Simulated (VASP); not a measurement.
Write the native input for VASP 6.6.1 that does the following.

* Task: relaxation of cell and atoms
* Functional: PBE
* Potentials or basis: VASP PAW PBE potentials, release 64 (B, N)
* Cutoff: 600 eV
* k mesh: 12 × 12 × 6
* Occupations: gaussian, width 0.02 eV
* Spin: no spin polarisation
* Dipole correction: no
* Further INCAR settings: ALGO = Normal; EDIFF = 1e-06; IBRION = 2; EDIFFG = -0.005; NSW = 100; ISIF = 3

The structure of BN lies in POSCAR:

```
BN
1.0
    2.5639710000      0.0000000000      0.0000000000
   -1.2819850000      2.2204640000      0.0000000000
    0.0000000000      0.0000000000      4.1869460000
B N
2 2
Direct
    0.0000000000      0.0000000000      0.0000000000
    0.3333333300      0.6666666700      0.5000000000
    0.0000000000      0.0000000000      0.3750000000
    0.3333333300      0.6666666700      0.8750000000
```

The cell was built by a generator and needn't be a form met in nature.

These files were run (other wordings do the same):

INCAR

```
ALGO = Normal
EDIFF = 1E-6
EDIFFG = -0.005
ENCUT = 600
GGA = PE
IBRION = 2
ISIF = 3
ISMEAR = 0
LASPH = T
LCHARG = F
LREAL = F
LWAVE = F
NELM = 100
NSW = 100
PREC = Accurate
SIGMA = 0.02
```

KPOINTS

```
k-points
0
Gamma
  12 12 6
```

Potentials or basis: VASP PAW PBE potentials, release 64 (B, N).

The run is started by

```sh
$ cat potpaw_PBE.64/B/POTCAR potpaw_PBE.64/N/POTCAR > POTCAR
$ mpirun -np 1 vasp_std > vasp.out
```

It gave:

```yaml
Relaxed_volume: 5.97 Å³/atom
Relaxed_cell: a = 2.554 Å, b = 2.554 Å, c = 4.225 Å, α = 90.00°, β = 90.00°, γ = 120.00°
Space_group_after_relaxing_to_0.05_Å: P6_3mc (No. 186)
Energy_gained_by_relaxing: 1.9 meV/atom
Ionic_steps: 8
Pressure_after_relaxing: 0.0 GPa
Band_gap_on_the_k_mesh: 5.21 eV, indirect (least direct gap 8.24 eV)
```

It took 54 s on 1 thread of Intel(R) Xeon(R) 6975P-C (Granite Rapids), with other jobs on the host, peak memory 0.14 GiB.
